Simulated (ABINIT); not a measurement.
**A GW chain in ABINIT: BN (Qingsongite)**

Aim: the G0W0 gap of BN (Qingsongite) on PBE, step by step.

Main program and level: ABINIT 10.8.3; PBE and many-body steps on it, plane waves.

## 1. The structure

Symmetry: F-43m, No. 216, cubic system. Conventional cell: a = 3.615 Å, b = 3.615 Å, c = 3.615 Å, α = 90.00°, β = 90.00°, γ = 90.00°. Nearest to B lie 4 N at 1.57 Å. Nearest to N lie 4 B at 1.57 Å. Farther neighbours and most contacts between anions are not listed.

The cell and positions come from the Crystallography Open Database and are kept as given unless a step says otherwise.

## 2. Ground state

This step: ABINIT 10.8.3; DFT, PBE, plane waves, norm-conserving pseudopotentials.

The ground-state density comes first.

run.abi

```
acell 3*1.0 Angstrom
rprim 
  -0.000000000000 1.807500000000 1.807500000000
  1.807500000000 0.000000000000 1.807500000000
  1.807500000000 1.807500000000 -0.000000000000
ntypat 2
znucl 5 7
natom 2
typat 1 2
xred 
  0.000000000000 0.000000000000 0.000000000000
  0.250000000000 0.250000000000 0.250000000000
pp_dirpath "pseudos"
pseudos "B.upf, N.upf"
ecut 36
ngkpt 10 10 10
nshiftk 1
shiftk 0 0 0
kptopt 1
chksymbreak 0
nband 9
occopt 1
tolvrs 1e-10
nstep 60
prtwf 0
optforces 0
optstress 0
indata_prefix "in"
outdata_prefix "out"
tmpdata_prefix "tmp"
```

On the command line:

```console
> OMP_NUM_THREADS=1 mpirun -n 8 abinit run.abi > log
```

Numbers of over 12 decimals in the logs are rounded to 6 here.

Output:

```text
.Version 10.8.3 of ABINIT. v10.8.2 released Aug 2026.

 Symmetries : space group F-4 3 m (#216); Bravais cF (face-center cubic)
================================================================================
 Values of the parameters that define the memory need of the present run
     intxc =       0    ionmov =       0      iscf =       7    lmnmax =       4
     lnmax =       4     mgfft =      30  mpssoang =       2    mqgrid =    3001
     natom =       2  nloc_mem =       1    nspden =       1   nspinor =       1
    nsppol =       1      nsym =      24    n1xccc =    2501    ntypat =       2
    occopt =       1   xclevel =       2
-    mband =           9        mffmem =           1         mkmem =           6
       mpw =         845          nfft =       27000          nkpt =          47
================================================================================
  Rough estimation (10% accuracy) of disk space for files :
================================================================================

--------------------------------------------------------------------------------
------------- Echo of variables that govern the present computation ------------
--------------------------------------------------------------------------------
 -outvars: echo values of preprocessed input variables --------
            acell      1.8897261259E+00  1.8897261259E+00  1.8897261259E+00 Bohr

      chksymbreak           0
             ecut      3.60000000E+01 Hartree
-          fftalg         312

              ixc     -101130
              kpt      0.00000000E+00  0.00000000E+00  0.00000000E+00
                       1.00000000E-01  0.00000000E+00  0.00000000E+00
                       2.00000000E-01  0.00000000E+00  0.00000000E+00
                       3.00000000E-01  0.00000000E+00  0.00000000E+00
                       4.00000000E-01  0.00000000E+00  0.00000000E+00
                       5.00000000E-01  0.00000000E+00  0.00000000E+00
                       1.00000000E-01  1.00000000E-01  0.00000000E+00
                       2.00000000E-01  1.00000000E-01  0.00000000E+00
                       3.00000000E-01  1.00000000E-01  0.00000000E+00
   [... 36 further rows ...]
                      -3.00000000E-01  4.00000000E-01  2.00000000E-01
                      -3.00000000E-01  5.00000000E-01  2.00000000E-01
         kptrlatt       10    0    0      0   10    0      0    0   10
          kptrlen      4.83050094E+01
P           mkmem           6
            natom           2
            nband           9
            ngfft          30      30      30
             nkpt          47
            nstep          60
             nsym          24
           ntypat           2
              occ      2.000000  2.000000  2.000000  2.000000  0.000000  0.000000
[...]
optforces           0
        optstress           0
            prtwf           0
            rprim     -0.0000000000E+00  1.8075000000E+00  1.8075000000E+00
[...]
spgroup         216

           tolvrs      1.00000000E-10

             xred      0.0000000000E+00  0.0000000000E+00  0.0000000000E+00
[...]
znucl        5.00000    7.00000

================================================================================

 chkinp: Checking input parameters for consistency.

================================================================================
== DATASET  1 ==================================================================
-   mpi_nproc: 8, omp_nthreads: 1 (-1 if OMP is not activated)

--- !DatasetInfo
iteration_state: {dtset: 1, }
dimensions: {natom: 2, nkpt: 47, mband: 9, nsppol: 1, nspinor: 1, nspden: 1, mpw: 845, }
cutoff_energies: {ecut:  36.0, pawecutdg:  -1.0, }
electrons: {nelect:   8.00000000E+00, charge:   0.00000000E+00, occopt:   1.00000000E+00, tsmear:   1.00000000E-02, }

 Real(R)+Recip(G) space primitive vectors, cartesian coordinates (Bohr,Bohr^-1):
 R(1)=  0.0000000  3.4156800  3.4156800  G(1)= -0.1463837  0.1463837  0.1463837
 R(2)=  3.4156800  0.0000000  3.4156800  G(2)=  0.1463837 -0.1463837  0.1463837
 R(3)=  3.4156800  3.4156800  0.0000000  G(3)=  0.1463837  0.1463837 -0.1463837
 Unit cell volume ucvol=  7.9700586E+01 bohr^3
 Angles (23,13,12)=  6.00000000E+01  6.00000000E+01  6.00000000E+01 degrees

 getcut: wavevector=  0.0000  0.0000  0.0000  ngfft=  30  30  30
         ecut(hartree)=     36.000   => boxcut(ratio)=   2.30194

 getcut : COMMENT -
  Note that boxcut > 2.2 ; recall that boxcut=Gcut(box)/Gcut(sphere) = 2
  is sufficient for exact treatment of convolution.
  Such a large boxcut is a waste : you could raise ecut
  e.g. ecut=   47.690509 Hartrees makes boxcut=2

--- Pseudopotential description ------------------------------------------------
- B Generated using ONCVPSP code by D. R. Hamann
-  5.00000   3.00000  171031                  znucl, zion, pspdat
12 -101130 1 -1 1534                          pspcod,pspxc,lmax,lloc,mmax
     nproj     2     2
  pspatm : epsatm=    3.38844616
         --- l  ekb(1:nproj) -->
[...]
pspatm: atomic psp has been read  and splines computed

- N Generated using ONCVPSP code by D. R. Hamann
-  7.00000   5.00000  171031                  znucl, zion, pspdat
12 -101130 1 -1 1058                          pspcod,pspxc,lmax,lloc,mmax
     nproj     2     2
  pspatm : epsatm=    5.20977870
         --- l  ekb(1:nproj) -->
[...]
1   -4.293905   -1.006988
 pspatm: atomic psp has been read  and splines computed

   6.87857989E+01                                ecore*ucvol(ha*bohr**3)
--------------------------------------------------------------------------------

_setup2: Arith. and geom. avg. npw (full set) are     822.053     822.026

================================================================================

--- !BeginCycle
iteration_state: {dtset: 1, }
solver: {iscf: 7, nstep: 60, nline: 4, wfoptalg: 0, }
tolerances: {tolvrs: 1.00E-10, }

     iter   Etot(hartree)      deltaE(h)  residm     vres2
 ETOT  1  -13.353670328845    -1.335E+01 1.866E-01 1.447E+02
 ETOT  2  -13.373136893714    -1.947E-02 6.470E-03 1.104E+02
 ETOT  3  -13.402464776550    -2.933E-02 3.876E-03 1.734E-01
 ETOT  4  -13.402502334780    -3.756E-05 4.257E-03 1.682E-03
 ETOT  5  -13.402502505884    -1.711E-07 1.198E-03 3.940E-05
 ETOT  6  -13.402502511439    -5.556E-09 1.069E-03 2.572E-07
 ETOT  7  -13.402502511479    -3.942E-11 2.420E-04 2.030E-09
 ETOT  8  -13.402502511479    -1.457E-13 2.105E-04 5.379E-11

 At SCF step    8       vres2   =  5.38E-11 < tolvrs=  1.00E-10 =>converged.

--- !ResultsGS
iteration_state: {dtset: 1, }
comment   : Summary of ground state results
lattice_vectors:
- [ -0.0000000,   3.4156800,   3.4156800, ]
- [  3.4156800,   0.0000000,   3.4156800, ]
- [  3.4156800,   3.4156800,  -0.0000000, ]
lattice_lengths: [   4.83050,    4.83050,    4.83050, ]
lattice_angles: [ 60.000,  60.000,  60.000, ] # degrees, (23, 13, 12)
lattice_volume:   7.9700586E+01
convergence: {deltae: -1.457E-13, res2:  5.379E-11, residm:  2.105E-04, diffor:  0.000E+00, }
etotal    :  -1.34025025E+01
entropy   :   0.00000000E+00
fermie    :   3.02092262E-01
cartesian_stress_tensor: null
pressure_GPa: null
xred      :
- [  0.0000E+00,   0.0000E+00,   0.0000E+00,  B]
- [  2.5000E-01,   2.5000E-01,   2.5000E-01,  N]
cartesian_forces: null
force_length_stats: {min: null, max: null, mean: null, }

 Integrated electronic density in atomic spheres:
 ------------------------------------------------
 Atom  Sphere_radius  Integrated_density
    1        2.00000          3.32049900
    2        2.00000          5.75124674
================================================================================

 ----iterations are completed or convergence reached----

 Mean square residual over all n,k,spin=   10.187E-07; max=  21.054E-05
 reduced coordinates (array xred) for    2 atoms
       0.000000000000      0.000000000000      0.000000000000
       0.250000000000      0.250000000000      0.250000000000
 rms dE/dt=  0.0000E+00; max dE/dt=  0.0000E+00; dE/dt below (all hartree)
    1       0.000000000000      0.000000000000      0.000000000000
    2       0.000000000000      0.000000000000      0.000000000000

 cartesian coordinates (angstrom) at end:
    1      0.000000     0.000000     0.000000
    2      0.903750     0.903750     0.903750
 length scales=  1.889726125908  1.889726125908  1.889726125908 bohr
              =  1.000000000000  1.000000000000  1.000000000000 angstroms
 prteigrs : about to open file out_EIG
 Fermi (or HOMO) energy (hartree) =   0.30209   Average Vxc (hartree)=  -0.47450
 Eigenvalues (hartree) for nkpt=  47  k points:
 kpt#   1, nband=  9, wtk=  0.00100, kpt=  0.0000  0.0000  0.0000 (reduced coord)
  -0.44062    0.30209    0.30209    0.30209    0.62836    0.62836    0.62836    0.68304
   1.21148
 prteigrs : prtvol=0 or 1, do not print more k-points.

--- !EnergyTerms
iteration_state     : {dtset: 1, }
comment             : Components of total free energy in Hartree
kinetic             :  9.41230010599649E+00
hartree             :  1.79183179045680E+00
xc                  : -4.37198988812425E+00
Ewald energy        : -1.31703929426445E+01
psp_core            :  8.63052609504914E-01
local_psp           : -6.86018895556562E+00
non_local_psp       : -1.06711523110258E+00
total_energy        : -1.34025025114787E+01
total_energy_eV     : -3.64700672502579E+02
band_energy         :  1.04301569482716E-01

== END DATASET(S) ==============================================================
================================================================================

 -outvars: echo values of variables after computation  --------
           etotal     -1.3402502511E+01
            nband           9
             nkpt          47
          spgroup         216
 [... the other variables as echoed above ...]

 Calculation completed.
```

Wall time 7.6 s (8 MPI ranks of Intel Xeon Platinum 8259CL at 2.50GHz (Skylake/Cascade Lake), shared host); peak memory 0.53 GiB; 57 s of CPU time.

This step gave:

| Quantity | Value |
| --- | --- |
| total energy | -364.7007 eV |
| gap | 4.535 eV |
| k of the valence top | 0, 0, 0 |
| k of the conduction bottom | 0.5, 0.5, 0 |
| least direct gap | 8.878 eV |

The gap is indirect, with the least direct gap 4.34 eV higher.

[end of part 1 of 3]

[Paths, hosts, dates, memory and timing lines, banners, echoed tables and standing remarks are left out of the program output.]

[Logs are printed without paths, hosts, clocks, repeated set-up lines and the standing remarks that a program may print on its own settings, such as how far it seeks lower states.]

[Runs of the session that timed out or met a known fault of the program may be left out.]

[Hosts, paths, dates, database ids (printed as entryN), source tags and the programs' standing remarks are cut or masked in the printed files.]

[G0W0 gaps are taken among the corrected bands and points alone; a level outside them can change the order at an edge.]

[Where Ansatz stands beside ABINIT at settings called matched, ABINIT's density can come from a denser mesh and the files from another edition; pairs whose starting gaps differed by over 0.03 eV were left out, so agreement reads better than it is.]
